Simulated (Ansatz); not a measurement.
# ZnSe: the cost of one run

Computed with Ansatz 0.2.0 (DFT PBEsol, scalar-relativistic, plane waves, PAW, unless a step's input says otherwise).

2 further runs of the same task are left out: 2 set aside as unsound or not needed.

**1. Starting point**

Symmetry: F-43m, No. 216, cubic system. The conventional cell has a = 5.633 Å, b = 5.633 Å, c = 5.633 Å, α = 90.00°, β = 90.00°, γ = 90.00°. Around Zn (site symmetry -43m) lie 4 Se at 2.44 Å. Around Se (site symmetry -43m) lie 4 Zn at 2.44 Å.

Coordinates:

```cif
data_structure
_symmetry_space_group_name_H-M 'F-43m'
_symmetry_Int_Tables_number 216
_cell_length_a 5.6332
_cell_length_b 5.6332
_cell_length_c 5.6332
_cell_angle_alpha 90.000
_cell_angle_beta 90.000
_cell_angle_gamma 90.000
_cell_volume 178.76
loop_
_atom_site_label
_atom_site_type_symbol
_atom_site_symmetry_multiplicity
_atom_site_Wyckoff_symbol
_atom_site_fract_x
_atom_site_fract_y
_atom_site_fract_z
_atom_site_occupancy
Zn1 Zn 4 a 0.00000 0.00000 0.00000 1
Se1 Se 4 c 0.25000 0.25000 0.25000 1
```

It is the result of an earlier relaxation at this level (volume 22.34 Å³/atom; gap on the mesh: 1.24 eV).

**2. Cutting the slab**

Miller indices refer to the conventional cell of the relaxed bulk, F-43m (No. 216): a = 5.633 Å, b = 5.633 Å, c = 5.633 Å, α = 90.00°, β = 90.00°, γ = 90.00°.

A (111) slab, 7.3 Å thick as cut, with 17 Å of vacuum; its outer planes are Zn (top) and Se (bottom).

The slab as cut. Its planes from the bottom up:

| plane | atoms per cell | height over the lowest (Å) |
| --- | --- | --- |
| 1 | Se | 0.00 |
| 2 | Zn | 0.81 |
| 3 | Se | 3.25 |
| 4 | Zn | 4.07 |
| 5 | Se | 6.50 |
| 6 | Zn | 7.32 |

**3. Relaxing the clean slab**

Contents of input.yaml:

```yaml
crystal:
  lattice:
    - [3.9832742419, 0.0, 0.0]
    - [-1.991637121, 3.4496166838, 0.0]
    - [0.0, 0.0, 24.3177420488]
  atoms:
    - { symbol: Se, position: [0.0, 0.0, 0.3495390313] }
    - { symbol: Zn, position: [0.3333333333, 0.6666666667, 0.3829748022] }
    - { symbol: Se, position: [0.3333333333, 0.6666666667, 0.4832821146] }
    - { symbol: Zn, position: [0.6666666667, 0.3333333333, 0.5167178854] }
    - { symbol: Se, position: [0.6666666667, 0.3333333333, 0.6170251978] }
    - { symbol: Zn, position: [0.0, 0.0, 0.6504609687] }
basis:
  ecutwfc: 420
kpoints:
  mp_grid: { grid: [9, 9, 1] }
hamiltonian:
  xc: pbesol
scf:
  occupations: { method: gaussian, width: 0.05 }
output:
  forces: true
  eigenvalues: true
  write_density: true
  write_potential: true
  elf: true
  volumetric_format: npy
relax:
  adjacent_minimum: "off"
  f_tol: 0.03
  max_steps: 70
  constraints: [{ sites: [0, 1, 2] }]
efield:
  axis: 3
  dipole_correction: true
  ramp_width: 0.04
```

The run is started by

```sh
$ ansatz run input.yaml --threads 2 --pin off --max-ram 5120MiB --backend cpu --events-out ev --progress --plain --runs-dir out
```

Q: Estimate wall time and peak memory on 2 threads of Intel Xeon 6975P-C (Granite Rapids), shared host.

About 31 s, with a peak of 0.71 GiB.
